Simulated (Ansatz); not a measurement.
# Te: the cost of one run

Computed with Ansatz 0.2.0 (DFT PBEsol, scalar-relativistic, plane waves, PAW, unless a step's input says otherwise).

## 1. The starting structure

Symmetry: R-3m, No. 166, trigonal system. The conventional cell has a = 4.612 Å, b = 4.612 Å, c = 5.073 Å, α = 90.00°, β = 90.00°, γ = 120.00°. Te (site symmetry -3m) has 6 Te at 3.15 Å as nearest neighbours.

Coordinates:

```cif
data_structure
_symmetry_space_group_name_H-M 'P 1'
_symmetry_Int_Tables_number 1
_cell_length_a 3.1542
_cell_length_b 3.1542
_cell_length_c 3.1542
_cell_angle_alpha 93.951
_cell_angle_beta 93.951
_cell_angle_gamma 93.951
_cell_volume 31.15
loop_
_atom_site_label
_atom_site_type_symbol
_atom_site_fract_x
_atom_site_fract_y
_atom_site_fract_z
_atom_site_occupancy
Te1 Te 0.50000 0.50000 0.50000 1
```

The structure comes from the Materials Project (structure only).

## 2. A change within the space group

The change: strain xx, yy, zz, yz, xz, xy = -3.4, -3.4, -0.4, +0.0, +0.0, +0.0 %.

File input.yaml:

```yaml
crystal:
  lattice:
    - [2.2268810009, 1.2856903453, 1.6837333316]
    - [-2.2268810009, 1.2856903453, 1.6837333316]
    - [0.0, -2.5713806906, 1.6837333316]
  atoms:
    - { symbol: Te, position: [0.5, 0.5, 0.5] }
basis:
  ecutwfc: 420
kpoints:
  mp_grid: { grid: [15, 15, 15] }
hamiltonian:
  xc: pbesol
scf:
  occupations: { method: gaussian, width: 0.1 }
output:
  forces: true
  stress: true
  eigenvalues: true
  populations: true
```

Started as:

```console
$ ansatz run input.yaml --threads 1 --pin off --max-ram 1331MiB --backend cpu --events-out ev --progress --plain --runs-dir out
```

Q: Estimate wall time and peak memory on 1 thread of an Arm CPU, shared host.

About 9.5 s, with a peak of 0.36 GiB.
